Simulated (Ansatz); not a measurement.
# MnO2: the cost of one run

Program: Ansatz 0.2.0. Level of theory: DFT PBE+U (U_eff = 3.9 eV on Mn 3d), scalar-relativistic, plane waves, PAW. These are calculated values, not measurements.

## (1) The structure to begin with

Symmetry: I4/m, No. 87, tetragonal system. Conventional cell: a = 9.890 Å, b = 9.890 Å, c = 2.921 Å, α = 90.00°, β = 90.00°, γ = 90.00°. Mn (site symmetry m) has 6 O at 1.91 to 1.94 Å as nearest neighbours. O (site symmetry m) is surrounded by 3 Mn at 1.94 Å. Around O (site symmetry m) lie 3 Mn at 1.91 to 1.92 Å.

Structure file:

```
CELL_PARAMETERS angstrom
-4.94508 4.94508 1.46038
4.94508 -4.94508 1.46038
4.94508 4.94508 -1.46038
ATOMIC_POSITIONS crystal
Mn 0.65141 0.83334 0.48475
Mn 0.83334 0.34859 0.18193
Mn 0.34859 0.16666 0.51525
Mn 0.16666 0.65141 0.81807
O 0.15621 0.20454 0.36075
O 0.20454 0.84379 0.04833
O 0.84379 0.79546 0.63925
O 0.79546 0.15621 0.95167
O 0.16502 0.45698 0.62199
O 0.45698 0.83498 0.29196
O 0.83498 0.54302 0.37801
O 0.54302 0.16502 0.70804
```

This cell comes from an earlier session at PBE+U (U_eff = 3.9 eV on Mn 3d): 11.904 Å³/atom at 0.01 GPa, on a 6×6×6 mesh.

## (2) Coarse mesh, to find the state of the open shells

The input, input.yaml:

```yaml
crystal:
  lattice:
    - [-4.9450757283, 4.9450757283, 1.4603846396]
    - [4.9450757283, -4.9450757283, 1.4603846396]
    - [4.9450757283, 4.9450757283, -1.4603846396]
  atoms:
    - { symbol: Mn, position: [0.6514115586, 0.8333380719, 0.4847496305], spin: 3.0 }
    - { symbol: Mn, position: [0.8333380719, 0.3485884414, 0.1819265133], spin: -3.0 }
    - { symbol: Mn, position: [0.3485884414, 0.1666619281, 0.5152503695], spin: 3.0 }
    - { symbol: Mn, position: [0.1666619281, 0.6514115586, 0.8180734867], spin: -3.0 }
    - { symbol: O, position: [0.1562093281, 0.2045360879, 0.360745416] }
    - { symbol: O, position: [0.2045360879, 0.8437906719, 0.0483267598] }
    - { symbol: O, position: [0.8437906719, 0.7954639121, 0.639254584] }
    - { symbol: O, position: [0.7954639121, 0.1562093281, 0.9516732402] }
    - { symbol: O, position: [0.1650159349, 0.4569783476, 0.6219942824] }
    - { symbol: O, position: [0.4569783476, 0.8349840651, 0.2919624127] }
    - { symbol: O, position: [0.8349840651, 0.5430216524, 0.3780057176] }
    - { symbol: O, position: [0.5430216524, 0.1650159349, 0.7080375873] }
basis:
  ecutwfc: 420
  ecutrho_ratio: 4
kpoints:
  mp_grid: { grid: [5, 5, 5] }
hamiltonian:
  xc: pbe
  hubbard: { sites: [{ species: Mn, l: d, u_eff: 3.9 }] }
scf:
  occupations: { method: gaussian, width: 0.05 }
output:
  forces: true
  stress: true
  eigenvalues: true
  populations: true
  hubbard: { sites: [{ species: Mn, l: d }] }
magnetization:
  spin_polarized: true
```

On the command line:

```bash
ansatz run input.yaml --threads 4 --pin off --max-ram 10240MiB --backend cpu --events-out ev --progress --plain --runs-dir out
```

**Question.** How long does this run take on 4 threads of AMD EPYC 9R45 (Zen 5), shared host, and how much memory does it need?

About 8.2 s, with a peak of 1.1 GiB.
